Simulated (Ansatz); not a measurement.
# CsBr: the cost of one run

Method: DFT PBE, scalar-relativistic, plane waves, PAW, in Ansatz 0.2.0.

1 further run of the same task is left out (set aside as unsound or not needed).

## Step 1: The structure to begin with

The structure is cubic, space group Pm-3m (No. 221). Conventional cell: a = 4.123 Å, b = 4.123 Å, c = 4.123 Å, α = 90.00°, β = 90.00°, γ = 90.00°. Cs (site symmetry m-3m) has 8 Cl at 3.57 Å as nearest neighbours. Around Cl (site symmetry m-3m) lie 8 Cs at 3.57 Å.

Structure file:

```cif
data_structure
_symmetry_space_group_name_H-M 'P 1'
_symmetry_Int_Tables_number 1
_cell_length_a 4.1230
_cell_length_b 4.1230
_cell_length_c 4.1230
_cell_angle_alpha 90.000
_cell_angle_beta 90.000
_cell_angle_gamma 90.000
_cell_volume 70.09
loop_
_atom_site_label
_atom_site_type_symbol
_atom_site_fract_x
_atom_site_fract_y
_atom_site_fract_z
_atom_site_occupancy
Cs1 Cs 0.00000 0.00000 0.00000 1
Cl1 Cl 0.50000 0.50000 0.50000 1
```

The structure comes from the Crystallography Open Database.

## Step 2: Substitution of an element, cell strained: Cl → Br, first probe

What differs from the listed cell: Br takes all sites of Cl, and lengths are scaled by 1.031 as a first guess of the size; strain xx, yy, zz, yz, xz, xy = +4.0, +4.0, +4.0, +0.0, +0.0, +0.0 %.

input.yaml reads:

```yaml
crystal:
  lattice:
    - [4.4200619117, 0.0, 0.0]
    - [0.0, 4.4200619117, 0.0]
    - [0.0, 0.0, 4.4200619117]
  atoms:
    - { symbol: Cs, position: [0.0, 0.0, 0.0] }
    - { symbol: Br, position: [0.5, 0.5, 0.5] }
basis:
  ecutwfc: 420
kpoints:
  mp_grid: { grid: [4, 4, 4] }
hamiltonian:
  xc: pbe
scf:
  occupations: { method: gaussian, width: 0.1 }
output:
  forces: true
  stress: true
  eigenvalues: true
```

Started as:

```bash
ansatz run input.yaml --threads 1 --pin off --max-ram 1331MiB --backend cpu --events-out ev --progress --plain --runs-dir out
```

**Question.** How long does this run take on 1 thread of an x86-64 CPU, shared host, and how much memory does it need?

About 2.4 s, with a peak of 0.32 GiB.
